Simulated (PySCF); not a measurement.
Numbering as in the mapped SMILES `[CH:1]#[C:2][c:3]1[cH:4][cH:5][cH:6][cH:7][cH:8]1`; H(Xn) means a hydrogen on atom n.

GIAO PBE0/pcSseg-1 shifts (PySCF 2.14.0 with density-fitted response routines, gas phase, non-relativistic, equivalent atoms averaged), each against references optimised in the same way as the molecule (TMS).

On the GFN2-xTB geometry: C4/C8 139.6, C6 134.0, C5/C7 133.8, C3 126.9, C2 89.2, C1 87.4, H(C4)/H(C8) 7.90, H(C5)/H(C7) 7.63, H(C6) 7.61, H(C1) 2.81 ppm.

**Question.** What changes on the PBE0-D3(BJ)/def2-SVP geometry?

**Answer.** 
| atoms | δ (ppm) | change |
| --- | --- | --- |
| C4/C8 | 139.7 | +0.1 |
| C6 | 134.0 | +0.0 |
| C5/C7 | 133.4 | -0.4 |
| C3 | 127.4 | +0.5 |
| C2 | 87.1 | -2.1 |
| C1 | 87.0 | -0.4 |
| H(C4)/H(C8) | 7.67 | -0.23 |
| H(C5)/H(C7) | 7.44 | -0.19 |
| H(C6) | 7.42 | -0.19 |
| H(C1) | 3.19 | +0.38 |

Bonds between heavy atoms that differ most (equivalent bonds averaged): C2–C3 1.416 → 1.429 Å, C1–C2 1.200 → 1.213 Å, C3–C4 1.395 → 1.405 Å, C4–C5 1.382 → 1.391 Å, C5–C6 1.386 → 1.395 Å. Mean change of bonds to hydrogen: C–H +0.014 Å.
